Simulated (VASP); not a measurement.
# Ag: convergence, energy along a vibration (SMASS = -2)

Ag, Fm-3m (no. 225), atoms displaced along the mode, 2 atoms in the cell. PBEsol, energy along a line of displacements; PAW potentials Ag (PBE set). VASP 6.6.1.

Wanted: harmonic frequency within 1 %.

Space group without the displacement: Fm-3m (no. 225); Mode: transverse mode at X.

POSCAR of the starting run:
```
Ag
1.0
    2.0427500000      2.0427500000      0.0000000000
   -2.0427500000      2.0427500000      0.0000000000
    0.0000000000      0.0000000000      4.0855000000
Ag
2
Direct
   -0.0097907233      0.0097907233      0.0000000000
    0.5097907233      0.4902092767      0.5000000000

    0.0100000000   0.0000000000   0.0000000000
   -0.0100000000   0.0000000000   0.0000000000
```

The series start from k mesh: 7 × 7 × 5; Cutoff (eV): 330; Step along the mode (Å): 0.02; Extrapolation between steps (IWAVPR): 11. Each series keeps the choices made before it, and each single choice may use up half of a tolerance.

## k mesh

| k mesh | Harmonic frequency (THz) | Time (s) |
|---|---|---|
| 3 × 3 × 2 | 3.547 | 22 |
| 4 × 4 × 3 | 3.401 | 28 |
| 5 × 5 × 4 | 3.434 | 47 |
| 7 × 7 × 5 | 3.263 | 78 |
| 8 × 8 × 6 | 3.31 | 137 |
| 10 × 10 × 7 | 3.313 | 238 |
| 13 × 13 × 10 (reference) | 3.283 | 353 |

## Cutoff (eV)

| Cutoff (eV) | Harmonic frequency (THz) | Time (s) |
|---|---|---|
| 180 | 2.752 | 191 |
| 220 | 3.065 | 221 |
| 250 | 3.269 | 235 |
| 290 | 3.287 | 310 |
| 330 | 3.283 | 353 |
| 380 (reference) | 3.281 | 542 |

## Extrapolation between steps (IWAVPR)

| Extrapolation between steps (IWAVPR) | Harmonic frequency (THz) | Time (s) |
|---|---|---|
| 11 | 3.262 | 339 |
| 12 | 3.262 | 238 |
| 0 | 3.262 | 306 |

## Question

The rows run from the loosest to the tightest (no order: extrapolation between steps). For each series: choose the loosest value from which every tighter one stays within half of the tolerance; where there is no order, keep the first row unless others stay within half of the tolerance and take at least 30 % less time, and then take the fastest.

## Answer

- k mesh: 13 × 13 × 10, the tightest run, since the next looser one is off by more than half of the tolerance (convergence isn't shown beyond it)
- Cutoff (eV): 250
- Extrapolation between steps (IWAVPR): 11

Also changed on the way, by series that aren't shown: Step along the mode (Å): 0.08.

## All choices together

| Input | Harmonic frequency (THz) | Time (s) |
|---|---|---|
| defaults on a coarse mesh (naive) | 3.382 | 5.0 |
| chosen settings | 3.262 | 339 |
| reference settings throughout | 3.279 | 504 |

The chosen settings stay within the tolerance of the reference run, but the reference itself isn't shown to be converged in: k mesh.

## The input

INCAR:
```
SYSTEM = Ag
GGA = PS
PREC = Accurate
ENCUT = 250
EDIFF = 1E-7
ALGO = Normal
LREAL = .FALSE.
LASPH = .TRUE.
ISMEAR = 1
SIGMA = 0.15
ISYM = 0
LWAVE = .FALSE.
LCHARG = .FALSE.
IBRION = 0
SMASS = -2
POTIM = 1
NSW = 9
NELMIN = 4
IWAVPR = 11
KPAR = 2
```

KPOINTS:
```
Automatic mesh
0
Gamma
  13 13 10
  0 0 0
```

POSCAR:
```
Ag
1.0
    2.0427500000      2.0427500000      0.0000000000
   -2.0427500000      2.0427500000      0.0000000000
    0.0000000000      0.0000000000      4.0855000000
Ag
2
Direct
   -0.0391628932      0.0391628932      0.0000000000
    0.5391628932      0.4608371068      0.5000000000

    0.0400000000   0.0000000000   0.0000000000
   -0.0400000000   0.0000000000   0.0000000000
```

Commands:
```
cat potpaw_PBE.64/Ag/POTCAR > POTCAR
mpirun -np 2 vasp_std > vasp.out
```

The chosen input took VASP 6.6.1 339 s on 2 cores (Intel Xeon Platinum 8259CL @ 2.50GHz (Skylake/Cascade Lake)), a shared host.

## An input that fails: POTIM multiplies the typed steps tenfold

It runs to its end, but against the unchanged starting input it is off by 1421 % in the harmonic frequency.

Changes against the starting input:
```
- POTIM = 1
+ POTIM = 10
```
